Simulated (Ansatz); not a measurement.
# Ga2O3: the cost of one run

Program: Ansatz 0.2.0. Level of theory: DFT PBEsol, scalar-relativistic, plane waves, PAW. These are calculated values, not measurements.

**1. The system as given**

The structure is trigonal, space group R-3c (No. 167). The conventional cell has a = 4.982 Å, b = 4.982 Å, c = 13.433 Å, α = 90.00°, β = 90.00°, γ = 120.00°. Ga (site symmetry 3) is surrounded by 6 O at 1.92 to 2.08 Å. O (site symmetry 2) has 4 Ga at 1.92 to 2.08 Å as nearest neighbours.

Coordinates:

```cif
data_structure
_symmetry_space_group_name_H-M 'P 1'
_symmetry_Int_Tables_number 1
_cell_length_a 5.3221
_cell_length_b 5.3221
_cell_length_c 5.3221
_cell_angle_alpha 55.822
_cell_angle_beta 55.822
_cell_angle_gamma 55.822
_cell_volume 96.27
loop_
_atom_site_label
_atom_site_type_symbol
_atom_site_fract_x
_atom_site_fract_y
_atom_site_fract_z
_atom_site_occupancy
Ga1 Ga 0.35540 0.35540 0.35540 1
Ga2 Ga 0.14460 0.14460 0.14460 1
Ga3 Ga 0.64460 0.64460 0.64460 1
Ga4 Ga 0.85540 0.85540 0.85540 1
O1 O 0.55490 0.94510 0.25000 1
O2 O 0.25000 0.55490 0.94510 1
O3 O 0.94510 0.25000 0.55490 1
O4 O 0.44510 0.05490 0.75000 1
O5 O 0.75000 0.44510 0.05490 1
O6 O 0.05490 0.75000 0.44510 1
```

Source of the structure: the Crystallography Open Database.

(A quick probe on a coarse mesh, which set the mesh and smearing, is not shown.)

**3. Full relaxation**

input.yaml reads:

```yaml
crystal:
  lattice:
    - [2.4912496591, 1.4383236613, 4.47767]
    - [-2.4912496591, 1.4383236613, 4.47767]
    - [0.0, -2.8766473226, 4.47767]
  atoms:
    - { symbol: Ga, position: [0.3554, 0.3554, 0.3554] }
    - { symbol: Ga, position: [0.1446, 0.1446, 0.1446] }
    - { symbol: Ga, position: [0.6446, 0.6446, 0.6446] }
    - { symbol: Ga, position: [0.8554, 0.8554, 0.8554] }
    - { symbol: O, position: [0.5549, 0.9451, 0.25] }
    - { symbol: O, position: [0.25, 0.5549, 0.9451] }
    - { symbol: O, position: [0.9451, 0.25, 0.5549] }
    - { symbol: O, position: [0.4451, 0.0549, 0.75] }
    - { symbol: O, position: [0.75, 0.4451, 0.0549] }
    - { symbol: O, position: [0.0549, 0.75, 0.4451] }
basis:
  ecutwfc: 420
kpoints:
  mp_grid: { grid: [6, 6, 6] }
hamiltonian:
  xc: pbesol
  pseudopotentials: { kind: paw, azcp: { folder: soft_1 } }
scf:
  occupations: { method: gaussian, width: 0.02 }
output:
  forces: true
  stress: true
  eigenvalues: true
relax:
  adjacent_minimum: "off"
  f_tol: 0.005
  max_steps: 80
  cell: { stress_tol: 0.05 }
```

Started as:

```bash
> ansatz run input.yaml --threads 4 --pin off --max-ram 8192MiB --backend cpu --events-out ev --progress --plain --runs-dir out
```

**Question.** How long does this run take on 4 threads of Arm Neoverse N1, shared host, and how much memory does it need?

About 32 s, with a peak of 0.51 GiB.
